Lead selenide is a narrow-gap semiconductor with the rock-salt structure. Its smallest gap lies at L, the point of the Brillouin zone half-way along one of the shortest reciprocal lattice vectors. The table holds eight density-functional gaps for one and the same cell, all computed with ABINIT and set against a measured gap.

Band gaps of rock-salt PbSe from Kohn-Sham DFT with ABINIT 10.8.3, all for the same unrelaxed cell, without spin polarisation or spin-orbit coupling and with Fermi-Dirac smearing of 0.05 eV. The measured gap is 0.2 eV at the bulk L point, from ARPES between quantized subbands of a film at 130 K (arXiv:1712.07894; values found: 0.15 to 0.26 eV).

| program | functional | how the value is got | potentials or basis | wave cutoff (eV) | k-mesh | computed band gap (eV) | computed less measured (eV) |
| --- | --- | --- | --- | --- | --- | --- | --- |
| ABINIT 10.8.3 (1) | SOGGA | Kohn-Sham, on the mesh | JTH PAW PBE v2.0 sp | 408 | 8x8x8 | 0.175 | -0.03 |
| ABINIT 10.8.3 (2) | LDA | Kohn-Sham, on the mesh | JTH PAW LDA v2.0 sp | 272 | 6x6x6 | 0.205 | 0.00 |
| ABINIT 10.8.3 (3) | PBEsol | Kohn-Sham, on the mesh | JTH PAW PBE v2.0 sp | 408 | 8x8x8 | 0.216 | 0.02 |
| ABINIT 10.8.3 (4) | AM05 | Kohn-Sham, on the mesh | PseudoDojo NC SR PBEsol v0.4.1 standard | 1170 | 6x6x6 | 0.27 | 0.07 |
| ABINIT 10.8.3 (5) | PW91 | Kohn-Sham, on the mesh | JTH PAW PBE v2.0 | 463 | 8x8x8 | 0.292 | 0.09 |
| ABINIT 10.8.3 (6) | PBE | Kohn-Sham, on the mesh | PseudoDojo NC SR PBE v0.4.1 standard | 1061 | 6x6x6 | 0.298 | 0.10 |
| ABINIT 10.8.3 (7) | LDA | Kohn-Sham, on the mesh | JTH PAW LDA v2.0 | 463 | 5x5x5 | 1.11 | 0.91 |
| ABINIT 10.8.3 (8) | HLE16 | Kohn-Sham, on the mesh | JTH PAW PBE v2.0 | 463 | 8x8x8 | 1.416 | 1.22 |

**(a) LDA appears twice, with gaps that differ by 0.9 eV. Which setting is the first suspect?**

The k-mesh. A mesh that starts at the zone centre Γ and divides each reciprocal vector into $N$ steps contains the half-way point only if $N$ is even. The 6x6x6 mesh therefore includes L, while the 5x5x5 mesh steps over it. The two runs also differ in potentials and cutoff, so the suspicion needs an estimate of how large the mesh effect is.

**(b) How wide should the gap look from the 5x5x5 mesh?**

Close to L, on the line to Γ, two bands matter most: the valence edge and the conduction edge. They have opposite parity, so exactly at L they do not mix, and a small step $d$ towards Γ couples them in proportion to $d$. Two levels $E_g$ apart, coupled in this way, are separated by

$$E(d)=\sqrt{E_g^2+(v\,d)^2},$$

where $E_g$ is the gap at L and $v$ measures the strength of the coupling. For very small $d$ the gap opens as a parabola; once $v\,d$ is several times $E_g$, it grows almost linearly.

The PW91 run supplies $v$. Its gap is 0.292 eV at L and 1.484 eV at the next mesh point towards Γ, which is 0.222 Å⁻¹ away (a quarter of the distance from L to Γ). Hence

$$v=\frac{\sqrt{1.484^2-0.292^2}}{0.222}\approx 6.55\ \text{eV Å}.$$

On the same line, the 5x5x5 mesh comes no closer to L than 0.178 Å⁻¹. There the formula gives

$$E=\sqrt{0.292^2+(6.55\times0.178)^2}\approx1.20\ \text{eV}.$$

The LDA run on that mesh has a direct gap of 1.136 eV at this point, which played no part in setting $v$. The estimate is 6% too high, so the mesh alone accounts for a gap of this size. Part of the miss is to be expected from the change of functional: at Γ the same two bands lie 0.10 eV closer in this LDA run than with PW91. The tabulated 1.11 eV is slightly smaller because it joins band edges at two different points.

The formula holds only near L and on this line, since steps to the side bring in other bands. Two steps from L in the PW91 run it gives 2.9 eV where the calculation has 3.2 eV, since the bands there also curve for other reasons. A plain parabola through the same two PW91 points does far worse there, with 5.1 eV. At the 5x5x5 point, which lies between the two fitted points, it gives 1.055 eV and misses by about as much as the two-band form, so that point tests the role of the mesh rather than the shape of the formula.

**(c) Can the 5x5x5 result be corrected back to the gap at L?**

Take the limiting case of no gap at L at all. The formula then still gives $v\,d=1.16$ eV at the nearest mesh point, against 1.20 eV for a gap of 0.292 eV. Most of the gap at this point is thus the $v\,d$ term, and run backwards the formula has no solution, since 1.136 eV lies below 1.16 eV. The formula does understate the share of $E_g$, because the curvature from other bands, which it leaves out, adds to $E_g$ before the squaring. Even so, only a fraction of a change in $E_g$ is expected to reach this point, so a correction magnifies every error in $v$ and can give at best a rough gap at L. The cure is to compute the bands at L itself, for which the density from the coarse mesh can be expected to suffice.

**(d) HLE16 gives an even larger gap. Is that the mesh again?**

No. The PW91 run has the same potentials, cutoff and 8x8x8 mesh, which includes L, and its gap is 1.12 eV smaller. The change of functional is what separates the two runs. HLE16 was designed to raise gaps: it strengthens local exchange and weakens correlation.

The charge moves as a deeper potential near the nuclei would make it move. The sphere around Se holds 0.34 electrons more than with PW91, and the one around Pb 0.17 more. The valence edge has much Se character and the conduction edge is mainly Pb 6p, so a pull that grows more on Se than on Pb would widen the gap; the two pairs of runs with shared potentials fit this, since the gap grows by about 3.2 eV per extra electron in the Se sphere from SOGGA to PBEsol and by about 3.3 eV from PW91 to HLE16. That is a correlation and does not show which is cause. The potentials were made for PBE and are unfit for so different a functional, so the size of the rise should not be taken as a property of HLE16 alone.

**(e) Do the six remaining rows show which functional is best?**

They do not. Measured values range from 0.15 to 0.26 eV, and SOGGA, PBEsol and the LDA run that includes L all fall inside. An error of 0.00 eV against the listed value therefore earns LDA no higher rank than the other two.

The differences among the six are not purely those of functionals either. SOGGA and PBEsol share all other settings and lie 0.04 eV apart. The three runs that treat 4 electrons of Pb as valence average 0.09 eV below the three that treat 14, but the functionals change between these groups as well. At Γ, where the two LDA runs can be compared, the direct gap is only 0.03 eV wider in the 14-electron run, while PW91 in place of LDA widens it by 0.10 eV, which points to the functional as the larger part. Four of the six runs (SOGGA, PBEsol, AM05 and PW91) also use potentials made for another functional. The second decimal thus belongs to the whole set of choices, not to the functional's name.

**(f) What would change if spin-orbit coupling were switched on?**

All eight runs leave it out, although Pb is a heavy element. At L the conduction edge is a single level, with a degenerate pair 1.4 eV above it in the PW91 run. The coupling on Pb 6p mixes the edge with that pair and lowers it by some amount $\Delta$, so that, to a first approximation, the gap at L becomes $|E_g-\Delta|$. A small $\Delta$ narrows the gap, and $\Delta=E_g$ closes it. A still larger $\Delta$ opens it again with the two band edges exchanged.

None of these runs gives $\Delta$, but for Pb 6p it is expected to be comparable to the gap itself. With PBE near the measured lattice constant, it is expected to be large enough to invert the edges. The close agreement of the six rows with experiment is therefore best read as two errors that offset each other: semilocal functionals place the conduction edge too low relative to the valence edge, and leaving out the coupling places it too high.

**(g) An engineer wants the absorption edge of a PbSe infrared detector. What may be taken from such calculations?**

The edge lies at the wavelength $hc/E_g$. The measured gap corresponds to about 6 µm (about 5 to 8 µm over the range of measured values), in the mid infrared, while the 5x5x5 result would put the edge near 1.1 µm, in the near infrared. An unsuitable mesh thus assigns the material to the wrong spectral range. The measured value itself belongs to a thin film at 130 K. Confinement in a film can widen the gap, and in the lead salts warming widens it too, so the value is a guide to a thick detector layer and not its specification.

For a lead salt, the order of work follows from the size of the errors. First put L on the mesh, then include spin-orbit coupling and check which band edge lies on top. If the edges are exchanged, as expected here with PBE, a method that raises the conduction edge, such as a hybrid functional, has to come next. Only after that is it worth comparing functionals by a few hundredths of an electronvolt.
